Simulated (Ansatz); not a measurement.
# Tungsten, simple cubic under RPBE: structure, energy and stiffness

The plan for tungsten in the simple cubic structure: relax it, solve it on a dense k-mesh, then scale the cell to 7 volumes from 88 to 112 % of the relaxed one and try a fit of the equation of state. Spin polarisation is left out. The k-meshes are 12×12×12 for the relaxation; 19×19×19 for the dense run; 13×13×13 for the volumes.

This is W in the simple cubic structure; at room conditions it is bcc.

Computed with Ansatz 0.2.0 (DFT RPBE, plane waves (420 eV) with PAW, scalar-relativistic; the PAW data stem from PBE, with regenerated cores, unless a step says otherwise).

### 1 Starting point

The structure is cubic, space group Pm-3m (No. 221). Conventional cell: a = 2.577 Å, b = 2.577 Å, c = 2.577 Å, α = 90.00°, β = 90.00°, γ = 90.00°. W (site symmetry m-3m) is surrounded by 6 W at 2.58 Å.

As a file:

```
W
1.0
     2.57708    0.00000    0.00000
     0.00000    2.57708    0.00000
     0.00000    0.00000    2.57708
W
1
Direct
  0.00000 0.00000 0.00000
```

### 2 Geometry optimisation

Input file input.yaml:

```yaml
crystal:
  lattice:
    - [2.5770789429, 0.0, 0.0]
    - [0.0, 2.5770789429, 0.0]
    - [0.0, 0.0, 2.5770789429]
  atoms:
    - { symbol: W, position: [0.0, 0.0, 0.0] }
hamiltonian:
  xc: rpbe
  pseudopotentials:
    kind: paw
    azcp:
      W: "pseudopotentials/W.paw.azcp"
basis:
  ecutwfc: 420
  fft_grid_basis: typed
kpoints:
  mp_grid: { grid: [12, 12, 12], shift: [0, 0, 0] }
magnetization:
  spin_polarized: false
scf:
  occupations: { method: fermi_dirac, width: 0.1 }
relax:
  max_steps: 60
  f_tol: 0.01
  cell: {}
output:
  write_density: true
  write_potential: true
  elf: true
  volumetric_format: npy
```

After this run come: Dense single point; Volume × 0.88; Volume × 0.92; Volume × 0.96; Volume × 1.0; Volume × 1.04; Volume × 1.08; Volume × 1.12.

Q: Predict the outcome of this session. Wanted: space group; conventional cell; volume; shortest distance; gap on the mesh; relative to bcc; highest ELF outside the cores; V₀, B₀, B₀′.

As calculated:

```
                      quantity                               value
space group (spins left aside)                     Pm-3m (No. 221)
             conventional cell                         a = 2.650 Å
                        volume                      18.611 Å³/atom
             shortest distance                             2.650 Å
               gap on the mesh        none (levels filled in part)
               relative to bcc                      +1434 meV/atom
 highest ELF outside the cores  0.51, 1.87 Å from the nearest atom
                   V₀, B₀, B₀′        18.528 Å³/atom, 207 GPa, 4.3
```

What this shows: The relaxation enlarged the cell by 8.7 % in volume. It lies 1434 meV/atom above the element's reference form at the same level (bcc, from a run of its own). Levels at the Fermi energy are filled in part, as in a metal. The fitted modulus is 207 GPa. The symmetry was held, so the structure may be unstable against distortions that break it.
